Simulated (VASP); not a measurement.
# Ta (Im-3m) in VASP: further runs, part 2 of 2

VASP 6.6.1. Earlier steps stand in the parts before.

## Step 4: Equation of state, PBE, 17.65 Å³/atom (volume scaled by 0.98)

INCAR

```
SYSTEM = Ta
ALGO = Normal
EDIFF = 1E-7
ENCUT = 520
GGA = PE
ISIF = 2
ISMEAR = -1
LASPH = .TRUE.
LCHARG = .FALSE.
LREAL = .FALSE.
LWAVE = .FALSE.
NBANDS = 12
NELM = 60
PREC = Accurate
SIGMA = 0.05
```

KPOINTS

```
k-points
0
G
  11 11 11
  0 0 0
```

POSCAR

```
Ta
1.0
   -1.6401972500      1.6401972500      1.6401972500
    1.6401972500     -1.6401972500      1.6401972500
    1.6401972500      1.6401972500     -1.6401972500
Ta
1
Direct
    0.0000000000      0.0000000000      0.0000000000
```

Launch:

```bash
cat potpaw_PBE.64/Ta_pv/POTCAR > POTCAR
mpirun -np 1 vasp_std > vasp.out
```

Run time: 7.6 s. Hardware: 1 thread of AMD EPYC 9R45 (Zen 5), shared host; peak memory 0.11 GiB.

It converged, with:

- Free energy: -11.8075 eV
- Pressure: 7.1 GPa
- Band gap on the k mesh: none (metal or under the smearing width)

## Step 5: Equation of state, PBE, 18.37 Å³/atom (volume scaled by 1.02)

INCAR

```
  ALGO = Normal
  EDIFF = 1E-7
  ENCUT = 520
  GGA = PE
  ISIF = 2
  ISMEAR = -1
  LASPH = True
  LCHARG = False
  LREAL = False
  LWAVE = False
  NBANDS = 12
  NELM = 80
  PREC = Accurate
  SIGMA = 0.05
```

KPOINTS

```
k-points
0
Gamma
  11 11 11
```

POSCAR

```
Ta
1.0
   -1.6622159478      1.6622159478      1.6622159478
    1.6622159478     -1.6622159478      1.6622159478
    1.6622159478      1.6622159478     -1.6622159478
Ta
1
Direct
    0.0000000000      0.0000000000      0.0000000000
```

Launch:

```bash
cat potpaw_PBE.64/Ta_pv/POTCAR > POTCAR
mpirun -np 1 vasp_std > vasp.out
```

Wall time 7.8 s (1 thread of AMD EPYC 9R45 (Zen 5), shared host); peak memory 0.11 GiB.

The run converged. Its results:

```yaml
Free_energy: -11.8202 eV
Pressure: -1.2 GPa
Band_gap_on_the_k_mesh: none (metal or under the smearing width)
```

## Step 6: Equation of state, PBE, 18.73 Å³/atom (volume scaled by 1.04)

INCAR

```
ALGO = Normal
EDIFF = 1E-7
ENCUT = 520
GGA = PE
ISIF = 2
ISMEAR = -1
LASPH = True
LCHARG = False
LREAL = False
LWAVE = False
NBANDS = 12
NELM = 60
PREC = Accurate
SIGMA = 0.05
```

KPOINTS is that of step 5.

POSCAR

```
Ta
1.0
   -1.6730098603      1.6730098603      1.6730098603
    1.6730098603     -1.6730098603      1.6730098603
    1.6730098603      1.6730098603     -1.6730098603
Ta
1
Direct
    0.0000000000      0.0000000000      0.0000000000
```

Potentials or basis: VASP PAW PBE potentials, release 64 (Ta_pv).

Launch:

```bash
cat potpaw_PBE.64/Ta_pv/POTCAR > POTCAR
mpirun -np 1 vasp_std > vasp.out
```

Wall time 7.4 s (1 thread of AMD EPYC 9R45 (Zen 5), shared host); peak memory 0.11 GiB.

Results (log left out):

* Free energy: -11.8135 eV
* Pressure: -4.8 GPa
* Band gap on the k mesh: none (metal or under the smearing width)

## Step 7: Equation of state, PBE, 19.09 Å³/atom (volume scaled by 1.06)

INCAR

```
SYSTEM = Ta
PREC = Accurate ; ENCUT = 520
EDIFF = 1E-7 ; ISMEAR = -1
SIGMA = 0.05 ; LREAL = .False.
LASPH = .True. ; NELM = 80
ALGO = Normal ; ISIF = 2
LWAVE = .False. ; LCHARG = .False.
GGA = PE ; NBANDS = 12
```

KPOINTS

```
Automatic mesh
0
Gamma
  11 11 11
  0 0 0
```

POSCAR

```
Ta
1.0
   -1.6836662614      1.6836662614      1.6836662614
    1.6836662614     -1.6836662614      1.6836662614
    1.6836662614      1.6836662614     -1.6836662614
Ta
1
Direct
    0.0000000000      0.0000000000      0.0000000000
```

Launch:

```bash
cat potpaw_PBE.64/Ta_pv/POTCAR > POTCAR
mpirun -np 1 vasp_std > vasp.out
```

Wall time 7.8 s (1 thread of AMD EPYC 9R45 (Zen 5), shared host); peak memory 0.11 GiB.

It converged, with:

```yaml
Free_energy: -11.7992 eV
Pressure: -8.0 GPa
Band_gap_on_the_k_mesh: none (metal or under the smearing width)
```

## Step 8: Equation of state, PBE

Potentials or basis: VASP PAW PBE potentials, release 64 (Ta_pv).

This step only gathers the single runs of the series.

What came out:

* Equilibrium volume: 18.26 Å³/atom
* Bulk modulus: 196 GPa
* Pressure derivative of the bulk modulus: 4.4

Energy against volume, from the lowest point:
```csv
volume (Å³/atom),energy (meV/atom)
16.930,67.25
17.290,34.19
17.650,12.75
18.010,1.70
18.371,0.00
18.731,6.70
19.091,20.99
```

## Step 9: Equation of state, PBEsol, 16.93 Å³/atom (volume scaled by 0.94)

INCAR

```
PREC = Accurate ; ENCUT = 520
EDIFF = 1E-7 ; ISMEAR = -1
SIGMA = 0.05 ; LREAL = F
LASPH = T ; NELM = 60
ALGO = Normal ; ISIF = 2
LWAVE = F ; LCHARG = F
GGA = PS ; NBANDS = 12
```

KPOINTS

```
Automatic mesh
0
Gamma
  11 11 11
```

POSCAR

```
Ta
1.0
   -1.6175709496      1.6175709496      1.6175709496
    1.6175709496     -1.6175709496      1.6175709496
    1.6175709496      1.6175709496     -1.6175709496
Ta
1
Direct
    0.0000000000      0.0000000000      0.0000000000
```

Potentials or basis: VASP PAW PBE potentials, release 64 (Ta_pv).

Launch:

```bash
cat potpaw_PBE.64/Ta_pv/POTCAR > POTCAR
mpirun -np 1 vasp_std > vasp.out
```

It took 4.1 s on 1 thread of Intel Xeon 6975P-C (Granite Rapids), shared host; peak memory 0.14 GiB.

The run converged. Its results:

```yaml
Free_energy: -12.5401 eV
Pressure: 9.7 GPa
Band_gap_on_the_k_mesh: none (metal or under the smearing width)
```

Caveat: the PAW data sets were made with another functional, which shifts forces and pressure a little.

## Step 10: Equation of state, PBEsol, 17.29 Å³/atom (volume scaled by 0.96)

INCAR is that of step 9.

KPOINTS is that of step 9.

POSCAR

```
Ta
1.0
   -1.6289626696      1.6289626696      1.6289626696
    1.6289626696     -1.6289626696      1.6289626696
    1.6289626696      1.6289626696     -1.6289626696
Ta
1
Direct
    0.0000000000      0.0000000000      0.0000000000
```

Launch:

```bash
cat potpaw_PBE.64/Ta_pv/POTCAR > POTCAR
mpirun -np 1 vasp_std > vasp.out
```

Run time: 3.9 s. Hardware: 1 thread of Intel Xeon 6975P-C (Granite Rapids), shared host; peak memory 0.14 GiB.

Results (log left out):

```
Free energy            : -12.5562 eV
Pressure               : 4.6 GPa
Band gap on the k mesh : none (metal or under the smearing width)
```

Caveat: the PAW data sets were made with another functional, which shifts forces and pressure a little.

## Step 11: Equation of state, PBEsol, 17.65 Å³/atom (volume scaled by 0.98)

INCAR is that of step 10.

KPOINTS is that of step 10.

POSCAR

```
Ta
1.0
   -1.6401972500      1.6401972500      1.6401972500
    1.6401972500     -1.6401972500      1.6401972500
    1.6401972500      1.6401972500     -1.6401972500
Ta
1
Direct
    0.0000000000      0.0000000000      0.0000000000
```

Launch:

```bash
cat potpaw_PBE.64/Ta_pv/POTCAR > POTCAR
mpirun -np 1 vasp_std > vasp.out
```

It took 4 s on 1 thread of Intel Xeon 6975P-C (Granite Rapids), shared host; peak memory 0.14 GiB.

It converged, with:

```
Free energy            : -12.5613 eV
Pressure               : 0.0 GPa
Band gap on the k mesh : none (metal or under the smearing width)
```

Caveat: the PAW data sets were made with another functional, which shifts forces and pressure a little.

## Step 12: Equation of state, PBEsol, 18.37 Å³/atom (volume scaled by 1.02)

INCAR is that of step 11.

KPOINTS is that of step 11.

POSCAR

```
Ta
1.0
   -1.6622159478      1.6622159478      1.6622159478
    1.6622159478     -1.6622159478      1.6622159478
    1.6622159478      1.6622159478     -1.6622159478
Ta
1
Direct
    0.0000000000      0.0000000000      0.0000000000
```

Potentials or basis: VASP PAW PBE potentials, release 64 (Ta_pv).

Launch:

```bash
cat potpaw_PBE.64/Ta_pv/POTCAR > POTCAR
mpirun -np 1 vasp_std > vasp.out
```

Wall time 3.8 s (1 thread of Intel Xeon 6975P-C (Granite Rapids), shared host); peak memory 0.14 GiB.

It converged, with:

| Item | Value |
| --- | --- |
| Free energy | -12.5430 eV |
| Pressure | -7.9 GPa |
| Band gap on the k mesh | none (metal or under the smearing width) |

Caveat: the PAW data sets were made with another functional, which shifts forces and pressure a little.

## Step 13: Equation of state, PBEsol, 18.73 Å³/atom (volume scaled by 1.04)

INCAR is that of step 12.

KPOINTS is that of step 12.

POSCAR

```
Ta
1.0
   -1.6730098603      1.6730098603      1.6730098603
    1.6730098603     -1.6730098603      1.6730098603
    1.6730098603      1.6730098603     -1.6730098603
Ta
1
Direct
    0.0000000000      0.0000000000      0.0000000000
```

Launch:

```bash
cat potpaw_PBE.64/Ta_pv/POTCAR > POTCAR
mpirun -np 1 vasp_std > vasp.out
```

Wall time 4.2 s (1 thread of Intel Xeon 6975P-C (Granite Rapids), shared host); peak memory 0.14 GiB.

It converged, with:

- Free energy: -12.5217 eV
- Pressure: -11.2 GPa
- Band gap on the k mesh: none (metal or under the smearing width)

Caveat: the PAW data sets were made with another functional, which shifts forces and pressure a little.

## Step 14: Equation of state, PBEsol, 19.09 Å³/atom (volume scaled by 1.06)

INCAR is that of step 13.

KPOINTS is that of step 13.

POSCAR

```
Ta
1.0
   -1.6836662614      1.6836662614      1.6836662614
    1.6836662614     -1.6836662614      1.6836662614
    1.6836662614      1.6836662614     -1.6836662614
Ta
1
Direct
    0.0000000000      0.0000000000      0.0000000000
```

Launch:

```bash
cat potpaw_PBE.64/Ta_pv/POTCAR > POTCAR
mpirun -np 1 vasp_std > vasp.out
```

It took 4.3 s on 1 thread of Intel Xeon 6975P-C (Granite Rapids), shared host; peak memory 0.14 GiB.

It converged, with:

```
Free energy            : -12.4932 eV
Pressure               : -14.2 GPa
Band gap on the k mesh : none (metal or under the smearing width)
```

Caveat: the PAW data sets were made with another functional, which shifts forces and pressure a little.

## Step 15: Equation of state, PBEsol

Potentials or basis: VASP PAW PBE potentials, release 64 (Ta_pv).

This step only gathers the single runs of the series.

What came out:

```yaml
Equilibrium_volume: 17.65 Å³/atom
Bulk_modulus: 214 GPa
Pressure_derivative_of_the_bulk_modulus: 4.4
```

Energy against volume, from the lowest point:
| volume (Å³/atom) | energy (meV/atom) |
| --- | --- |
| 16.930 | 21.20 |
| 17.290 | 5.10 |
| 17.650 | 0.00 |
| 18.010 | 4.72 |
| 18.371 | 18.23 |
| 18.731 | 39.60 |
| 19.091 | 68.05 |

Caveat: the PAW data sets were made with another functional, which shifts forces and pressure a little. Spin-orbit coupling is left out, which matters for the levels of Ta.

## Step 16: How close it comes

Step 8. A measured bulk modulus of Ta is 194 GPa (quoted in “Refinement of the equation of state of tantalum”, 2004, arxiv:cond-mat/0403080); the calculated 196 GPa misses it by +0.9 %. The fit is for a static lattice scaled at fixed shape and fixed fractional positions.

Step 15. Against the measured bulk modulus of Ta, 194 GPa (quoted in “Pressure effects on the electronic structure and superconductivity of (TaNb)0.67(HfZrTi)0.33 high entropy alloy”, 2019, arxiv:1910.08312), the calculated 214 GPa is off by +10.3 %. The fit is for a static lattice scaled at fixed shape and fixed fractional positions.
